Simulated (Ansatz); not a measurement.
We consider α-quartz-type GeO2 (metastable phase), described by LDA in Ansatz (PAW).

Settings: plane-wave cutoff 520 eV, 12×12×6 k mesh (along the axes of the cell as run), Fermi–Dirac smearing 0.01 eV, scalar-relativistic PAW data made under PBE.

Cell (relaxed at this level):

```yaml
crystal:
  lattice:
    - [2.44494, -4.23476, 0.00000]
    - [2.44494, 4.23476, 0.00000]
    - [0.00000, 0.00000, 5.61521]
  atoms:
    - { symbol: Ge, position: [0.00000, 0.44591, 0.33333] }
    - { symbol: Ge, position: [0.55409, 0.55409, 0.00000] }
    - { symbol: Ge, position: [0.44591, 0.00000, 0.66667] }
    - { symbol: O, position: [0.31122, 0.39140, 0.24856] }
    - { symbol: O, position: [0.60860, 0.91982, 0.91522] }
    - { symbol: O, position: [0.68878, 0.08018, 0.41811] }
    - { symbol: O, position: [0.91982, 0.60860, 0.08478] }
    - { symbol: O, position: [0.39140, 0.31122, 0.75144] }
    - { symbol: O, position: [0.08018, 0.68878, 0.58189] }
```

**Question.** Estimate the bulk modulus, band gap and smallest direct gap on the k points sampled that the calculation returns.

**Answer.** 
- bulk modulus = 38.9 GPa
- band gap = 3.49 eV (indirect)
- smallest direct gap on the k points sampled = 3.54 eV

Measured, for comparison: bulk modulus 42 GPa (room temperature, no zero-point or thermal correction, from measured elastic constants; as tabulated in Sevik and Bulutay (2007), arXiv:cond-mat/0610176). Computed (rounded) less measured: bulk modulus -7 %.

Note: the bulk modulus comes from volumes at which shape and atoms were relaxed.

Spin–orbit coupling is not included.

Static lattice: no zero-point or thermal effects.

The result took about 30 core-minutes (a rough figure).

Ansatz is a first-principles code.
